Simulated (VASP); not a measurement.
# HC60N3 (a cell with a defect) in VASP: notebook, part 3 of 3

VASP 6.6.1. The steps go on from the part before.

## (4) Single point, r2SCAN

The input, INCAR:

```
  ALGO = Normal
  EDIFF = 1E-6
  ENCUT = 520
  ISIF = 2
  ISMEAR = 0
  LASPH = T
  LCHARG = F
  LMIXTAU = T
  LREAL = F
  LWAVE = F
  METAGGA = R2SCAN
  NBANDS = 166
  NELM = 80
  PREC = Accurate
  SIGMA = 0.03
```

The input, KPOINTS:

```
k-points
0
Gamma
  2 2 2
```

The input, POSCAR:

```
HC60N3
1.0
    7.1400000000      0.0000000000      0.0000000000
    0.0000000000      7.1400000000      0.0000000000
    0.0000000000      0.0000000000      7.1400000000
H C N
1 60 3
Direct
    0.5447440000      0.5447440000      0.5447440000
    0.6351474600      0.6351474600      0.6351474600
    0.5014860000      0.7507060000      0.7507060000
    0.7507060000      0.5014860000      0.7507060000
    0.7507060000      0.7507060000      0.5014860000
    0.4950870000      0.2505090000      0.7494590000
    0.4950870000      0.7494590000      0.2505090000
    0.2505090000      0.4950870000      0.7494590000
    0.7494590000      0.4950870000      0.2505090000
    0.2505090000      0.7494590000      0.4950870000
    0.7494590000      0.2505090000      0.4950870000
    0.6235760000      0.3759650000      0.8734240000
    0.6235760000      0.8734240000      0.3759650000
    0.3759650000      0.6235760000      0.8734240000
    0.8734240000      0.6235760000      0.3759650000
    0.3759650000      0.8734240000      0.6235760000
    0.8734240000      0.3759650000      0.6235760000
    0.5050870000      0.2510410000      0.2510410000
    0.2510410000      0.5050870000      0.2510410000
    0.2510410000      0.2510410000      0.5050870000
    0.1273950000      0.6227350000      0.6227350000
    0.6227350000      0.1273950000      0.6227350000
    0.6227350000      0.6227350000      0.1273950000
    0.9999620000      0.4999560000      0.4999560000
    0.4999560000      0.9999620000      0.4999560000
    0.4999560000      0.4999560000      0.9999620000
    0.1278200000      0.3773090000      0.3773090000
    0.3773090000      0.1278200000      0.3773090000
    0.3773090000      0.3773090000      0.1278200000
    0.6239330000      0.8758650000      0.8758650000
    0.8758650000      0.6239330000      0.8758650000
    0.8758650000      0.8758650000      0.6239330000
    0.0011195000      0.7494200000      0.7494200000
    0.7494200000      0.0011195000      0.7494200000
    0.7494200000      0.7494200000      0.0011195000
    0.1237350000      0.3750450000      0.8761320000
    0.1237350000      0.8761320000      0.3750450000
    0.3750450000      0.1237350000      0.8761320000
    0.8761320000      0.1237350000      0.3750450000
    0.3750450000      0.8761320000      0.1237350000
    0.8761320000      0.3750450000      0.1237350000
    0.9987500000      0.2495250000      0.7493430000
    0.9987500000      0.7493430000      0.2495250000
    0.2495250000      0.9987500000      0.7493430000
    0.7493430000      0.9987500000      0.2495250000
    0.2495250000      0.7493430000      0.9987500000
    0.7493430000      0.2495250000      0.9987500000
    0.1237820000      0.1237820000      0.6246850000
    0.1237820000      0.6246850000      0.1237820000
    0.6246850000      0.1237820000      0.1237820000
    0.0017403000      0.2503660000      0.2503660000
    0.2503660000      0.0017403000      0.2503660000
    0.2503660000      0.2503660000      0.0017403000
    0.1249420000      0.8743930000      0.8743930000
    0.8743930000      0.1249420000      0.8743930000
    0.8743930000      0.8743930000      0.1249420000
    0.9999680000      0.9999680000      0.4998950000
    0.9999680000      0.4998950000      0.9999680000
    0.4998950000      0.9999680000      0.9999680000
    0.1254050000      0.1254050000      0.1254050000
    0.9997840000      0.9997840000      0.9997840000
    0.6351560000      0.3648080000      0.3648080000
    0.3648080000      0.6351560000      0.3648080000
    0.3648080000      0.3648080000      0.6351560000
```

Potentials or basis: VASP PAW PBE potentials, release 64 (H, C, N).

Started as:

```sh
cat potpaw_PBE.64/H/POTCAR potpaw_PBE.64/C/POTCAR potpaw_PBE.64/N/POTCAR > POTCAR
mpirun -np 1 vasp_std > vasp.out
```

OUTCAR:

```text
EDIFF = 1E-6
   ENCUT = 520
   ISIF = 2
   ISMEAR = 0
   LASPH = T
   LREAL = F
   METAGGA = R2SCAN
   NELM = 80
   PREC = Accurate

 ion  position               nearest neighbor table
   1  0.545  0.545  0.545-   2 1.12
   2  0.635  0.635  0.635-   1 1.12   3 1.51   4 1.51   5 1.51
   3  0.501  0.751  0.751-   2 1.51  30 1.54  16 1.55  14 1.55
   4  0.751  0.501  0.751-   2 1.51  31 1.54  17 1.55  12 1.55
   5  0.751  0.751  0.501-   2 1.51  32 1.54  15 1.55  13 1.55
   6  0.495  0.251  0.749-  64 1.48  38 1.54  22 1.56  12 1.56
   7  0.495  0.749  0.251-  63 1.48  40 1.54  23 1.56  13 1.56
[... 52 lines left out ...]
  60  0.125  0.125  0.125-  51 1.54  52 1.54  53 1.54  61 1.55
  61  1.000  1.000  1.000-  54 1.55  55 1.55  56 1.55  60 1.55
  62  0.635  0.365  0.365-  18 1.48  11 1.48   9 1.48
  63  0.365  0.635  0.365-  19 1.48  10 1.48   7 1.48
  64  0.365  0.365  0.635-  20 1.48   8 1.48   6 1.48

  LATTYP: Found a simple cubic cell.
 ALAT       =     7.1400000000

  Lattice vectors:

 A1 = (   7.1400000000,   0.0000000000,   0.0000000000)
 A2 = (   0.0000000000,   7.1400000000,   0.0000000000)
 A3 = (   0.0000000000,   0.0000000000,   7.1400000000)

Analysis of symmetry for initial positions (statically):
=====================================================================
 Subroutine PRICEL returns:
 Original cell was already a primitive cell.

 Routine SETGRP: Setting up the symmetry group for a
 simple cubic supercell.

 Subroutine GETGRP returns: Found  6 space group operations
 (whereof  6 operations were pure point group operations)
 out of a pool of 48 trial point group operations.

The static configuration has the point symmetry C_3v.

Analysis of symmetry for dynamics (positions and initial velocities):
=====================================================================
 Subroutine PRICEL returns:
 Original cell was already a primitive cell.

 Routine SETGRP: Setting up the symmetry group for a
[... 234 lines left out ...]
   METAGGA = R2SCAN    functional components
   LHFCALC =     F    Hartree Fock is set to
   AEXX    =    0.0000 exact exchange contribution
   IVDW    =     0    specifies the selected vdW correction
   LEPSILON=     F    determine dielectric tensor
   LRPA    =     F    only Hartree local field effects (RPA)
 non-spin polarized calculation
 Gauss-broadening in eV      SIGMA  =   0.03
  energy-cutoff  :      520.00
  volume of cell :      363.99
 maximum number of plane-waves:      9808
 NGX is ok and might be reduce to    54
   NGX = 27   NGY = 27   NGZ = 27

 number of electron     256.0000002 magnetization

 Free energy of the ion-electron system (eV)
  ---------------------------------------------------
  ext. energy  EPLUGINS =         0.00000000
  ---------------------------------------------------
  free energy    TOTEN  =      -617.28398569 eV

  energy without entropy =     -617.28398569  energy(sigma->0) =     -617.28398569

 E-fermi :   9.8912     XC(G=0): -14.1673

 val. band max:        9.7417736452   @ k =   0.0000   0.0000   0.0000
 cond. band min:      13.6962351374   @ k =   0.5000   0.0000   0.0000
 fundamental gap:      3.9544614922
 Fermi energy:         9.8912273395

 k-point     1 :       0.0000    0.0000    0.0000
  band No.  band energies     occupation
      1     -13.4931      2.00000
      2     -11.7873      2.00000
      3     -11.7873      2.00000
      4     -11.3244      2.00000
      5     -10.9074      2.00000
      6     -10.9074      2.00000
[... 561 lines left out ...]
    139      15.7357      0.00000
    140      15.7373      0.00000
 [bands above 140 left out]

------------------------ aborting loop because EDIFF is reached ----------------------------------------

  FORCE on cell =-STRESS in cart. coord.  units (eV):
  Direction    XX          YY          ZZ          XY          YZ          ZX
  --------------------------------------------------------------------------------------
  -------------------------------------------------------------------------------------
  Total       -6.4238296     -6.4238296     -6.4238296     -1.8889146     -1.8889146     -1.8889146
  in kB      -28.2754782    -28.2754782    -28.2754782     -8.3143496     -8.3143496     -8.3143496
  external PRESSURE =     -28.2754782 kB  Pullay stress =       0.0000000 kB

 VOLUME and BASIS-vectors are now :
 -----------------------------------------------------------------------------
  energy-cutoff  :      520.00
  volume of cell :      363.99
      direct lattice vectors                 reciprocal lattice vectors
     7.140000000  0.000000000  0.000000000     0.140056022  0.000000000  0.000000000
     0.000000000  7.140000000  0.000000000     0.000000000  0.140056022  0.000000000
     0.000000000  0.000000000  7.140000000     0.000000000  0.000000000  0.140056022

 POSITION                                       TOTAL-FORCE (eV/Angst)
 -----------------------------------------------------------------------------------
      3.88947      3.88947      3.88947         0.797380      0.797380      0.797380
      4.53495      4.53495      4.53495        -1.517071     -1.517071     -1.517071
      3.58061      5.36004      5.36004         0.125758      0.225663      0.225663
      5.36004      3.58061      5.36004         0.225663      0.125758      0.225663
      5.36004      5.36004      3.58061         0.225663      0.225663      0.125758
      3.53492      1.78863      5.35114         0.005673     -0.023085      0.022483
[... 56 lines left out ...]
      2.60473      4.53501      2.60473         0.026828     -0.015130      0.026828
      2.60473      2.60473      4.53501         0.026828      0.026828     -0.015130
 -----------------------------------------------------------------------------------
    total drift:                                0.000263      0.000263      0.000261

  FREE ENERGIE OF THE ION-ELECTRON SYSTEM (eV)
  ---------------------------------------------------
  free  energy   TOTEN  =      -617.2839856947 eV

  energy  without entropy=     -617.2839856947  energy(sigma->0) =     -617.28398569
```

Run time: 14 min. Hardware: 1 thread of Intel Xeon 6975P-C (Granite Rapids), shared host; peak memory 0.52 GiB.

Results:

```yaml
Free_energy: -617.2840 eV
Pressure: -2.8 GPa
Largest_force: 2.628 eV/Å
Band_gap_on_the_k_mesh: 3.95 eV, indirect (least direct gap 4.01 eV)
```

Forces on the atoms (eV/Å):
```
H    0.797  0.797  0.797
C   -1.517 -1.517 -1.517
C    0.126  0.226  0.226
C    0.226  0.126  0.226
C    0.226  0.226  0.126
C    0.006 -0.023  0.022
C    0.006  0.022 -0.023
C   -0.023  0.006  0.022
C    0.022  0.006 -0.023
C   -0.023  0.022  0.006
C    0.022 -0.023  0.006
C   -0.039  0.039 -0.021
C   -0.039 -0.021  0.039
C    0.039 -0.039 -0.021
C   -0.021 -0.039  0.039
C    0.039 -0.021 -0.039
C   -0.021  0.039 -0.039
C   -0.005 -0.027 -0.027
C   -0.027 -0.005 -0.027
C   -0.027 -0.027 -0.005
C    0.003 -0.023 -0.023
C   -0.023  0.003 -0.023
C   -0.023 -0.023  0.003
C    0.009 -0.002 -0.002
C   -0.002  0.009 -0.002
C   -0.002 -0.002  0.009
C    0.002  0.023  0.023
C    0.023  0.002  0.023
C    0.023  0.023  0.002
C   -0.108  0.110  0.110
C    0.110 -0.108  0.110
C    0.110  0.110 -0.108
C   -0.004  0.009  0.009
C    0.009 -0.004  0.009
C    0.009  0.009 -0.004
C    0.007  0.021 -0.009
C    0.007 -0.009  0.021
C    0.021  0.007 -0.009
C   -0.009  0.007  0.021
C    0.021 -0.009  0.007
C   -0.009  0.021  0.007
C   -0.004 -0.010  0.013
C   -0.004  0.013 -0.010
C   -0.010 -0.004  0.013
C    0.013 -0.004 -0.010
C   -0.010  0.013 -0.004
C    0.013 -0.010 -0.004
C    0.015  0.015 -0.024
C    0.015 -0.024  0.015
C   -0.024  0.015  0.015
C   -0.005 -0.020 -0.020
C   -0.020 -0.005 -0.020
C   -0.020 -0.020 -0.005
C    0.002 -0.005 -0.005
C   -0.005  0.002 -0.005
C   -0.005 -0.005  0.002
C    0.018  0.018  0.028
C    0.018  0.028  0.018
C    0.028  0.018  0.018
C    0.004  0.004  0.004
C    0.000  0.000  0.000
N   -0.015  0.027  0.027
N    0.027 -0.015  0.027
N    0.027  0.027 -0.015
```

Levels at points of the mesh, in eV from the valence-band top:
```
           k point  band 125  band 126  band 127  band 128  band 129  band 130  band 131  band 132
(0.00, 0.00, 0.00)     -1.59     -0.22      0.00      0.00      4.01      4.18      4.18      4.41
(0.50, 0.00, 0.00)     -1.82     -1.09     -0.76     -0.66      3.95      4.08      4.96      5.37
(0.50, 0.50, 0.00)     -1.29     -1.19     -0.47     -0.35      5.37      5.40      5.62      5.86
(0.50, 0.50, 0.50)     -2.12     -0.79     -0.51     -0.51      5.28      5.28      5.45      5.82
```

Caveat: the k mesh is coarse (spacing up to 0.44 Å⁻¹), so the values aren't converged; the PAW data sets were made with another functional, which shifts forces and pressure a little.

## (5) Overview

```tsv
level	potentials or basis	gap on the mesh (eV)	pressure (GPa)	largest force (eV/Å)
PBE	VASP PAW PBE potentials, release 64 (H, C, N)	3.70	1.1	2.28
LDA	VASP PAW LDA potentials, release 64 (H, C, N)	3.64	-13.0	1.74
r2SCAN	VASP PAW PBE potentials, release 64 (H, C, N)	3.95	-2.8	2.63
```

Alike in all rows: task single point; no spin polarisation; cell as given; k mesh 2 × 2 × 2; cutoff (eV) 520; smearing gaussian 0.03 eV; the mesh is coarse, so values aren't converged.

Caveats: all runs use coarse meshes; the PAW data sets were made with another functional, which shifts forces and pressure a little (some runs).

Absolute energies hang on the potentials; compare differences alone.
